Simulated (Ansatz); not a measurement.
## From barrier to diffusion: H in WC

Level of theory: DFT PBEsol, scalar-relativistic, plane waves, PAW (Ansatz 0.2.0). Run with 420 eV cutoff, 4×5×5 k-mesh, shifted by half a step, Gaussian smearing of 0.10 eV, no spin polarisation.

Host crystal, relaxed:

```
W C
1.0
     2.89848    0.00000    0.00000
    -1.44924    2.51016    0.00000
     0.00000    0.00000    2.82776
W C
1 1
Direct
  0.00000 0.00000 0.00000
  0.66667 0.33333 0.50000
```

In a supercell of 16 host sites, interstitial H hops to an equivalent place, moving 2.27 Å. Climbing-image nudged elastic band at fixed cell; the order of the saddle wasn't checked, and the small cell leaves errors of about a tenth of an eV. Zero-point motion and tunnelling, which matter for H, are left out.

Spin-orbit coupling is left out, which matters for the bands and energies of heavy elements.

```
image path (Å) E − E(0) (eV)
    0      0.00          0.000
    1      0.37          0.092
    2      0.74          0.438
    3      1.11          0.680
    4      1.48          0.438
    5      1.84          0.092
    6      2.21          0.000
```

Task: What are the barriers forward and back, and what attempt frequency does the shape suggest?

Result: Forward 0.68 eV, back 0.68 eV, the ends being level. For a sinusoidal profile E_b sin²(πx/l), with the H atom alone moving, ν = (1/l)√(E_b/2m) = 2.5×10¹³ s⁻¹, within an order of magnitude of the customary 10¹³ s⁻¹; a true prefactor needs the vibrations at the minimum and at the saddle.

Task: With ν = 10¹³ s⁻¹, give the forward jump rate along this one path, the wait 1/k for that jump, the diffusivity D ≈ l²k and the distance √(Dt) covered in an hour at 300, 600 and 1000 K, taking the host as solid throughout.

Result: k = ν exp(−E_b/k_BT):
```csv
T (K),k (1/s),wait (s),D (cm²/s),√(Dt) in 1 h (nm)
300,38,0.026,1.9×10⁻¹⁴,84
600,1.9×10⁷,5.1×10⁻⁸,1.0×10⁻⁸,6.0×10⁴
1000,3.7×10⁹,2.7×10⁻¹⁰,1.9×10⁻⁶,8.3×10⁵
```

D = l²k holds for six equivalent jumps in three dimensions (z l²k/6) and is a scale otherwise. Long-range transport needs a connected net of such jumps, and traps slow it. D is that of an interstitial already there. An error of 0.1 eV in the barrier changes k by a factor of 48 at 300 K and 3.2 at 1000 K.

Cost: 1 run of about 32 core-minutes, on Intel Xeon Processor @ 2.50GHz (Skylake/Cascade Lake) (shared hosts).